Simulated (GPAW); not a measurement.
**GaN in GPAW: the effect of target pressure**

Crystal: GaN.

```xyz
4
Lattice="3.1800 0.0000 0.0000 -1.5900 2.7540 0.0000 0.0000 0.0000 5.1660" Properties=species:S:1:pos:R:3 pbc="T T T"
Ga    1.5900    0.9180    2.5830
Ga    0.0000    1.8360    0.0000
N     1.5900    0.9180    4.5203
N     0.0000    1.8360    1.9373
```

Alike in all runs:

* Program: GPAW 26.7.0
* Task: relaxation of cell and atoms
* Functional: PBEsol
* Potentials or basis: PAW data sets generated in the run's folder for this functional
* Cutoff: 800 eV
* Basis: pw
* k mesh: 7 × 7 × 4
* Occupations: fermi-dirac, width 0.05 eV
* Spin: no spin polarisation

Each run relaxes the cell or the atoms first.

| target pressure | target pressure | relaxed volume (Å³/atom) | gap on the mesh (eV) |
| --- | --- | --- | --- |
| 0 GPa | - | 11.80 | 1.75 |
| 2 GPa | 2 GPa | 11.68 | 1.82 |
| 5 GPa | 5 GPa | 11.52 | 1.92 |
| 10 GPa | 10 GPa | 11.28 | 2.07 |
| 20 GPa | 20 GPa | ? | ? |
| 30 GPa | 30 GPa | 10.52 | 2.55 |

**Question.** What does the run with target pressure 20 GPa give?

**Answer.** Relaxed volume 10.86 Å³/atom; gap on the mesh 2.33 eV.

Worked out: In Murnaghan's law V^(-B') rises as a straight line in P. The other rows fit best with B' = 4.5, V0 = 11.80 Å³/atom and B0 = 200 GPa, which gives 10.86 Å³/atom at 20 GPa, against the run's 10.86. A parabola through the other rows of the gap on the mesh, of slope 0.0239 eV per GPa there, gives 2.34 eV, against the run's 2.33.

Caveats: the data sets keep Ga 3d, Li 1s and Be 1s frozen, and some such compounds lay over 1.5 % in volume off other programs; later steps reuse the first step's grids.

